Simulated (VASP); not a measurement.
**How biaxial strain in the (001) plane changes AlRu (Pm-3m)**

Wanted: the elastic response of AlRu to biaxial strain in the (001) plane, with a fit that predicts a row left out.

Calculated with VASP 6.6.1; PBEsol; plane waves and PAW (Ru_pv, Al); cell typed or built by script, in the first sound run; inputs show where later runs differ.

This is a report of a sequence of runs, with most program output left out.

**1. The structure**

It takes space group Pm-3m (No. 221, cubic). Conventional cell: a = 2.990 Å, b = 2.990 Å, c = 2.990 Å, α = 90.00°, β = 90.00°, γ = 90.00°. Nearest to Ru lie 8 Al at 2.59 Å. Al has 8 Ru at 2.59 Å nearest. Farther neighbours are not listed.

Coordinates:

```xyz
2
Lattice="2.9900 0.0000 0.0000 0.0000 2.9900 0.0000 0.0000 0.0000 2.9900" Properties=species:S:1:pos:R:3 pbc="T T T"
Ru    0.0000    0.0000    0.0000
Al    1.4950    1.4950    1.4950
```

**2. Relax the crystal, PBEsol**

The series starts from the cell that this level prefers, so that zero strain is near zero stress.

This step took 2 runs in a row; the last is shown.

Level: PBEsol; plane waves and PAW (Ru_pv, Al); cell typed or built by script.

INCAR reads:

```
SYSTEM = AlRu
PREC = Accurate
ENCUT = 450
EDIFF = 1E-07
NELM = 120
ISMEAR = 1
SIGMA = 0.15
LREAL = .FALSE.
ALGO = Normal
GGA = PS
NBANDS = 14
LASPH = .TRUE.
LORBIT = 11
LWAVE = .FALSE.
LCHARG = .FALSE.
KPAR = 8
IBRION = 2
NSW = 40
ISIF = 3
EDIFFG = -0.005
POTIM = 0.4
```

POSCAR reads:

```
AlRu
1.0
    2.9762057712      0.0000000000      0.0000000000
    0.0000000000      2.9762057712      0.0000000000
    0.0000000000      0.0000000000      2.9762057712
Ru Al
1 1
Direct
    0.0000000000      0.0000000000      0.0000000000
    0.5000000000      0.5000000000      0.5000000000
```

KPOINTS reads:

```
Automatic mesh
0
Gamma
17 17 17
0 0 0
```

PAW data sets: Ru_pv and Al (PBE family, release 64).

The run is started by

```sh
$ mpirun -np 8 vasp_std
```

The job ended after 12 s (8 MPI ranks of AMD EPYC 7R43, shared host; peak memory 1.1 GiB; 87 s of CPU time).

This run gave:

```
energy(sigma→0) of the program : -15.5160 eV
stress, compression positive   : xx, yy, zz -0.01, -0.01, -0.01 GPa
volume                         : 26.363 Å³
ionic steps                    : 1
```

**3. Strain along the normal, PBEsol**

One member in full: the plane is strained by -1 %, and the strain along the normal is moved by secant steps until the normal stress is under 0.012 GPa or five steps are spent; the atoms relax at each step.

This step took 3 runs, each at a new trial strain with the atoms of the one before; the last is shown.

Level: PBEsol; plane waves and PAW (Ru_pv, Al); cell typed or built by script.

Changes to INCAR since step 2:

```diff
@@ -15,7 +15,7 @@
 LCHARG = .FALSE.
-KPAR = 8
-IBRION = 2
-NSW = 40
-ISIF = 3
-EDIFFG = -0.005
-POTIM = 0.4
+KPAR = 2
+IBRION = 1
+NSW = 25
+ISIF = 2
+EDIFFG = -0.004
+POTIM = 0.3
```

POSCAR reads:

```
AlRu
1.0
    2.9464437130      0.0000000000      0.0000000000
    0.0000000000      2.9464437130      0.0000000000
    0.0000000000      0.0000000000      3.0052752400
Ru Al
1 1
Direct
    0.0000000000      0.0000000000      0.0000000000
    0.5000000000      0.5000000000      0.5000000000
```

KPOINTS is that of step 2.

The run is started by

```sh
$ mpirun -np 2 vasp_std
```

Elapsed: 44 s, on 2 MPI ranks; peak memory 0.39 GiB; 87 s of CPU time.

Read from the output:

* energy(sigma→0) of the program: -15.5100 eV
* stress, compression positive: xx, yy, zz 3.56, 3.56, 0.00 GPa
* ionic steps: 1

**4. All members**

The other members went through these steps as far as the tables show, with the same cutoff and, step by step, the same mesh; 26 runs are not shown. The session took 0.85 core hours (wall time by ranks) on a shared machine.

| in-plane strain (%) | strain along the normal (%) | in-plane stress, tension positive (GPa) | energy above the unstrained row, extrapolated to no smearing (meV/atom) |
| --- | --- | --- | --- |
| -2.000 | 2.026 | -7.307 | 12.156 |
| -1.500 | 1.492 | -5.412 | 6.825 |
| -1.000 | 0.977 | -3.557 | 3.041 |
| -0.500 | 0.480 | -1.748 | 0.784 |
| 0 | -0.004 | 0.005 | 0.000 |
| 0.500 | -0.478 | 1.698 | 0.668 |
| 1.000 | -0.943 | ? | ? |
| 1.500 | -1.399 | 4.885 | 6.039 |
| 2.000 | -1.843 | 6.400 | 10.644 |

**5. A fit to the known rows**

Fitting a parabola to the 8 known rows (e: strain in %) gives stress = − 0.1143 e² + 3.430 e − 8.18e-4 in GPa; the residuals are 0.0082 GPa r.m.s.

At e = 1 this predicts 3.315 GPa.

**6. Prediction against calculation**

The calculation gives 3.321 GPa, so the prediction is 0.006 GPa too low, within twice the residual of the fit.

Slopes at zero strain, from cubics through all rows: strain ratio -0.958, stress over strain 344 GPa.

**7. Outcome**

| Property | Result |
| --- | --- |
| error of the predicted stress | -0.006 GPa |
| ratio of normal to in-plane strain | -0.958 |
| biaxial modulus | 344 GPa |

**Reading.** As a check, the curvature of the energy gives 349 GPa for the same modulus (energy per volume = M × strain²), 1 % from the slope of the stress; these energies are extrapolated to no smearing, while the stress belongs to the free energy, so part of the difference may come from that. These are static values: temperature and zero-point motion are left out. In a metal the slopes also depend on mesh and smearing, which were held through the series.

[Lines on the potential files, build, host, timing and source positions are cut from VASP's logs without a mark.]

[Logs are printed without paths, hosts, clocks, repeated set-up lines and the standing remarks that a program may print on its own settings, such as how far it seeks lower states.]

[Hosts, paths, dates, database ids (printed as entryN), source tags and the programs' standing remarks are cut or masked in the printed files.]

[In band tables of VASP the shares of atoms and orbitals are scaled to a sum of 1 inside the atoms' spheres.]
